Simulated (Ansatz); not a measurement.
# Sn (Im-3m) in Ansatz: reference runs

Reference runs on Sn: the cell as given and a disturbed copy.

Everything below comes from runs of Ansatz 0.2.0. Logs are shortened: lines on timing, memory, paths and dates and some standing lists are left out, and cuts for length are marked.

**1. The crystal as given**

Symmetry: Im-3m, No. 229, cubic system. The conventional cell has a = 3.789 Å, b = 3.789 Å, c = 3.789 Å, α = 90.00°, β = 90.00°, γ = 90.00°. Sn (site symmetry m-3m) is surrounded by 8 Sn at 3.28 Å.

This isn't the form of Sn at room conditions, which is tetragonal (white tin).

**2. Single point, PBEsol**

input.yaml

```yaml
crystal:
  lattice:
    - [-1.8946518192, 1.8946518192, 1.8946518192]
    - [1.8946518192, -1.8946518192, 1.8946518192]
    - [1.8946518192, 1.8946518192, -1.8946518192]
  atoms:
    - { symbol: Sn, position: [0.0, 0.0, 0.0] }
kpoints:
  mp_grid: { grid: [10, 10, 10] }
scf:
  occupations: { method: fermi_dirac, width: 0.05 }
hamiltonian:
  xc: pbesol
  pseudopotentials: { kind: all_electron, lapw: { basis_error: 0.001 } }
output:
  forces: true
  stress: true
  eigenvalues: true
  populations: true
```

Potentials or basis: all-electron LAPW, scalar-relativistic.

On the command line:

```bash
ansatz run input.yaml --threads 1 --pin off --max-ram 3072MiB --backend cpu --events-out ev --progress --plain --runs-dir out
```

Log:

```text
Warning: RAYON_NUM_THREADS=1 ignored (pool sized by the plan → 1); use --threads N
Sn: projections on atomic orbitals take those of the free atom 1s2 2s2 2p6 3s2 3p6 3d10 4s2 4p6 4d10 5s2 5p2, of charge +0.00 (hamiltonian.pseudopotentials.projection_atoms)
LAPW: plane waves up to 6.701 Å⁻¹, error target 1.0e-3 eV per atom; small_component_spin mean_spin; Sn in spheres of 1.641 Å, 22 of its electrons in bands, Dirac shells [] (how accurate: hamiltonian.pseudopotentials.lapw.basis_error, Limitations)
Engine: ansatz 0.2.0, aarch64-unknown-linux-gnu
Pseudopotentials: kind: all_electron
Pseudopotential: Sn, LAPW, valence charge 22, lapw/all_electron/scalar/gaussian/Sn, Koelling and Harmon's equation, gaussian nucleus
Functional definition: PBEsol
  exchange = pbesol_x
  correlation = pbesol_c
Crystal: 1 atoms, lattice volume = 27.205 Å³
Basis set: ecut = 171.0855703267645 eV, 141 PW (Γ), exchange–correlation at level 2
Bands: 15, of which v1, the nominal top of the filled ones, is band 11 counted from 1 (10 counted from 0)
Symmetry: 48 space group operations
Space group: Im-3m (ITA 229), of the structure as read, at distance tolerance 3.0e-5 Å
k-points: 47 of 1000
Non-local potential: Sn, projectors of the file, none
Initial density: superposition of atomic densities (chi_scale 0.1, normalization cell)
Initial wavefunctions: plane waves of lowest kinetic energy (no species holds an atomic orbital)
Functional: x = pbesol(κ = 0.804, μ = 0.12345679012345678), c = pbesol(β = 0.046)
iter 1 solved again at ethr=2.07e-5 eV; its pass at ethr=1.00e-1 eV (dr2=4.54e-3 eV) is discarded
SCF iter   1: F=—  HF=-168014.998112 eV  |F-HF|=—  |Δ(HF+E_count)|=         —  Δρ=5.15e-3  dr2=4.59e-3  ethr=2.07e-5  ⟨swp⟩=3.7  Hψ=5186  notcnv=0
preconditioner: auto → Kerker (q_TF=auto, 2.633 Å⁻¹)  [metal: Δε(μ)=0.077 eV  Ē_g=22.888 eV  σ=0.050 eV  W_gap=0.34  n_scr=12 (ndim 8)  ℏωp=26.6 eV  f_vac=0.000  D(μ)=0.88/eV (n_scr^D=12)]
SCF iter   2: F=—  HF=-168014.982526 eV  |F-HF|=—  |Δ(HF+E_count)|=   1.56e-2  Δρ=2.95e-3  dr2=1.70e-3  ethr=2.07e-5  ⟨swp⟩=2.0  Hψ=2029  notcnv=0
SCF iter   3: F=—  HF=-168014.981199 eV  |F-HF|=—  |Δ(HF+E_count)|=   1.33e-3  Δρ=1.59e-3  dr2=6.06e-4  ethr=7.73e-6  ⟨swp⟩=2.0  Hψ=2028  notcnv=0
SCF iter   4: F=—  HF=-168014.981116 eV  |F-HF|=—  |Δ(HF+E_count)|=   8.29e-5  Δρ=7.26e-4  dr2=1.59e-4  ethr=2.76e-6  ⟨swp⟩=2.0  Hψ=2028  notcnv=0
iter 5 solved again at ethr=4.63e-8 eV; its pass at ethr=7.25e-7 eV (dr2=1.02e-5 eV) is discarded
SCF iter   5: F=—  HF=-168014.981172 eV  |F-HF|=—  |Δ(HF+E_count)|=   5.64e-5  Δρ=1.57e-4  dr2=1.02e-5  ethr=4.63e-8  ⟨swp⟩=2.0  Hψ=3445  notcnv=0
SCF iter   6: F=—  HF=-168014.981173 eV  |F-HF|=—  |Δ(HF+E_count)|=   6.21e-7  Δρ=5.54e-5  dr2=8.94e-7  ethr=4.62e-8  ⟨swp⟩=2.0  Hψ=2028  notcnv=0
SCF iter   7: F=-168014.981173 eV  HF=-168014.981173 eV  |F-HF|=6.11e-9  |Δ(HF+E_count)|=   8.22e-8  Δρ=1.07e-5  dr2=3.07e-8  ethr=4.06e-9  ⟨swp⟩=2.0  Hψ=2028  notcnv=0
SCF 1 converged in 7 iterations: F = -168014.981173 eV  dr2 = 3.07e-8
SCF converged after 7 iterations
Free energy (F): -168014.981173 eV
Harris-Foulkes:  -168014.981173 eV  (|F-HF|=6.11e-9)
Internal energy: -168014.973852 eV  (E = F + TS)
E sigma→0 (E₀):  -168014.977513 eV
Entropy (-TS):   -0.007321 eV (-7.321 meV/atom)
Fermi energy:    13.584930 eV
--- Per-component energies (eV) ---
  E_band       = -701.378668
  E_kinetic    = 176690.213664
  E_xc         = -4422.001136
  E_electrostatic = -340283.186381  (all electrons and nuclei)
  E_smearing   = -0.007321  (= −TS)
  E_closure    = 0.000000  (closes the sum)
  E_atoms      = -168010.797820  (free atoms, spherical and without spin; not in F)
  Σ components = -168014.981173   (vs F -168014.981173, Δ=0.00e0)
  Basis errors (estimates in eV, not in F): energy 2.4e-4 per atom: plane waves 2.4e-4 (1.2e-4 summed), levels above the bands 9.1e-93, relativity 1.2e-8, radial functions 3.2e-6, core shells 2.1e-10; eigenvalues (radial functions only) 1.3e-5; not estimated: angular momenta, meshes, grids; target (lapw.basis_error) 1.0e-3; muffin-tin radii Sn 1.641 Å
--- Forces (eV/Å), atoms counted from 1 ---
  atom   1  Sn    -0.00000000     0.00000000     0.00000000
  max |Σ_I F_I| component: 3.29e-31 eV/Å
--- Stress (GPa, compression-positive) ---
       -2.174593       0.000000      -0.000000
        0.000000      -2.174593      -0.000000
       -0.000000      -0.000000      -2.174593
  P = ⅓ Tr σ = -2.1746 GPa (-21.746 kbar)
--- Band table (eV; the first three rows and the last of 47) ---
  k-point 0: bands = ["-115.6228", "-71.4531", "-71.4531", "-71.4531", "-7.8541", "-7.8541", "-7.8541", "-7.7148", "-7.7148", "2.5289", "21.5623", "21.5623", "21.5623", "25.7131", "25.7131"]
  k-point 1: bands = ["-115.6227", "-71.4534", "-71.4533", "-71.4531", "-7.8585", "-7.8478", "-7.8333", "-7.7197", "-7.7154", "2.7468", "19.8334", "20.7776", "21.2761", "24.1385", "24.4751"]
  k-point 2: bands = ["-115.6227", "-71.4543", "-71.4536", "-71.4531", "-7.8700", "-7.8344", "-7.7782", "-7.7299", "-7.7170", "3.4014", "16.6956", "19.4132", "20.5507", "22.9601", "23.3269"]
  k-point 46: bands = ["-115.6224", "-71.4559", "-71.4559", "-71.4559", "-7.8744", "-7.8744", "-7.6514", "-7.6514", "-7.6514", "11.1177", "13.1408", "13.1408", "13.1408", "17.4547", "17.4547"]
--- Löwdin populations: 1 site ---
  site symbol       q [e]
     0     Sn     49.9697
  spilling = 0.000606 (of n_electrons = 50.000000)
```

It took 5.9 s on 1 thread of Arm Neoverse V2, shared host; peak memory 0.23 GiB.

Results:

- Free energy: -168014.9812 eV
- Pressure: -2.2 GPa
- Band gap on the k mesh: none (metal or under the smearing width)

Levels at points of the mesh, in eV from the Fermi level:
| k point | band 8 | band 9 | band 10 | band 11 | band 12 | band 13 | band 14 | band 15 |
| --- | --- | --- | --- | --- | --- | --- | --- | --- |
| (0.00, 0.00, 0.00) | -21.30 | -21.30 | -11.06 | 7.98 | 7.98 | 7.98 | 12.13 | 12.13 |
| (0.00, 0.00, -0.50) | -21.31 | -21.22 | -6.39 | -4.39 | 3.63 | 5.46 | 7.98 | 8.29 |
| (-0.50, -0.50, -0.50) | -21.24 | -21.24 | -2.47 | -0.44 | -0.44 | -0.44 | 3.87 | 3.87 |

**3. Single point, PBEsol (cell strained at random at fixed volume)**

input.yaml

```yaml
crystal:
  lattice:
    - [-1.87793, 1.898398, 1.910248]
    - [1.894618, -1.869807, 1.898345]
    - [1.887405, 1.879282, -1.881657]
  atoms:
    - { symbol: Sn, position: [0.0096, 0.006309, -0.003259] }
kpoints:
  mp_grid: { grid: [10, 10, 10] }
scf:
  occupations: { method: fermi_dirac, width: 0.05 }
hamiltonian:
  xc: pbesol
  pseudopotentials: { kind: all_electron, lapw: { basis_error: 0.001 } }
output:
  forces: true
  stress: true
  eigenvalues: true
  populations: true
```

Potentials or basis: all-electron LAPW, scalar-relativistic.

On the command line:

```bash
ansatz run input.yaml --threads 1 --pin off --max-ram 3072MiB --backend cpu --events-out ev --progress --plain --runs-dir out
```

Run time: 27 s. Hardware: 1 thread of Arm Neoverse V2, shared host; peak memory 0.5 GiB.

Results (log left out):

```yaml
Free_energy: -168014.9818 eV
Pressure: -2.2 GPa
Band_gap_on_the_k_mesh: none (metal or under the smearing width)
```

Stress tensor (GPa, compression positive):
```
-2.31  0.17  0.18
 0.17 -2.37  0.18
 0.18  0.18 -1.83
```

Levels at points of the mesh, in eV from the Fermi level:
| k point | band 8 | band 9 | band 10 | band 11 | band 12 | band 13 | band 14 | band 15 |
| --- | --- | --- | --- | --- | --- | --- | --- | --- |
| (0.00, 0.00, 0.00) | -21.29 | -21.29 | -11.05 | 7.79 | 8.02 | 8.12 | 12.03 | 12.15 |
| (0.00, 0.00, -0.50) | -21.30 | -21.21 | -6.39 | -4.38 | 3.61 | 5.40 | 7.93 | 8.24 |
| (0.00, -0.50, 0.00) | -21.30 | -21.21 | -6.47 | -4.41 | 3.74 | 5.56 | 8.06 | 8.41 |
| (0.00, -0.50, -0.50) | -21.30 | -21.20 | -6.28 | -4.35 | 3.54 | 5.46 | 7.86 | 8.32 |
| (-0.50, 0.00, 0.00) | -21.29 | -21.21 | -6.51 | -4.42 | 3.77 | 5.55 | 8.12 | 8.38 |
| (-0.50, 0.00, -0.50) | -21.30 | -21.21 | -6.33 | -4.37 | 3.59 | 5.51 | 7.87 | 8.41 |
| (-0.50, -0.50, 0.00) | -21.30 | -21.21 | -6.31 | -4.35 | 3.51 | 5.40 | 7.74 | 8.33 |
| (-0.50, -0.50, -0.50) | -21.23 | -21.22 | -2.46 | -0.56 | -0.41 | -0.33 | 3.85 | 3.91 |
